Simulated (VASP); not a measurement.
The system is FeO (Wuestite).

```
CELL_PARAMETERS angstrom
2.15540 2.15540 4.31080
2.15540 -2.15540 0.00000
2.15540 2.15540 0.00000
ATOMIC_POSITIONS crystal
Fe 0.00000 0.00000 0.00000
Fe 0.50000 0.50000 0.00000
O 0.50000 0.00000 0.50000
O 0.00000 0.50000 0.50000
```

Program: VASP 6.6.1. Alike in all runs: task single point; level LDA; potentials or basis VASP PAW LDA potentials, release 64 (Fe, O); cell as given; k mesh 8 × 8 × 8; cutoff (eV) 520; smearing fermi-dirac 0.05 eV. Hardware: 1 thread of Intel(R) Xeon(R) Platinum 8488C (Sapphire Rapids) (shared host).

Question: Order these runs on this cell by their wall time, lowest first.
A. spin off
B. spin non-collinear, random start
C. spin collinear, random start

Answer: A (46 s), C (160 s), B (1800 s).

Caveats: the real-space grid breaks the cell's symmetry a little (some runs).
